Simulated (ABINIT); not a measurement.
Crystal: HfO2.

```xyz
12
Lattice="5.0803 0.0000 0.0000 0.0000 5.1649 0.0000 0.0000 0.0000 4.8909" Properties=species:S:1:pos:R:3 pbc="T T T"
Hf    1.1308    4.0379    1.3307
Hf    3.6710    3.7094    3.5602
Hf    3.9495    1.1270    1.3307
Hf    1.4093    1.4555    3.5602
O     0.9491    0.8452    0.5113
O     3.4892    1.7372    4.3796
O     4.1312    4.3196    0.5113
O     1.5911    3.4277    4.3796
O     0.0000    2.5824    2.3919
O     2.5402    0.0000    2.4990
O     0.0000    0.0000    2.8153
O     2.5402    2.5824    2.0756
```

The cell comes from a database or a generator and needn't be the stable form of this composition.

* Program: ABINIT 10.8.3 (patched build)
* Task: relaxation of cell and atoms
* Functional: LDA
* Potentials or basis: JTH PAW LDA v2.0
* Cutoff: 626 eV
* k mesh: 3 × 3 × 4
* Occupations: fermi-dirac, width 0.05 eV
* Spin: no spin polarisation

At the start: pressure -8.2 GPa; volume 10.69 Å³/atom.

Question: Where does the relaxation end?

Answer: Over 6 steps the energy falls by 9.0 meV/atom and the volume is 10.34 Å³/atom (-3.3 %); space group P2_12_12 (No. 18, to 0.05 Å).

Step by step:
| step | energy change (eV) | largest force (eV/Å) | pressure (GPa) | volume (Å³) |
| --- | --- | --- | --- | --- |
| 1 | 0.0000 | 0.1466 | -8.21 | 128.33 |
| 2 | -0.0982 | 0.1229 | -1.44 | 125.13 |
| 3 | -0.1046 | 0.0997 | 0.04 | 124.34 |
| 4 | -0.1064 | 0.0568 | 0.31 | 124.15 |
| 5 | -0.1075 | 0.0232 | 0.09 | 124.13 |
| 6 | -0.1076 | 0.0098 | 0.02 | 124.12 |

Final structure:
```
CELL_PARAMETERS angstrom
5.01235 0.00000 0.00000
0.00000 5.11235 0.00000
0.00000 0.00000 4.84378
ATOMIC_POSITIONS crystal
Hf 0.22307 0.78135 0.27201
Hf 0.72307 0.71865 0.72799
Hf 0.77693 0.21865 0.27201
Hf 0.27693 0.28135 0.72799
O 0.18637 0.16477 0.10693
O 0.68637 0.33523 0.89307
O 0.81363 0.83523 0.10693
O 0.31363 0.66477 0.89307
O 0.00000 0.50000 0.48939
O 0.50000 0.00000 0.51061
O 0.00000 0.00000 0.57790
O 0.50000 0.50000 0.42210
```

Caveat: the atomic spheres overlap.
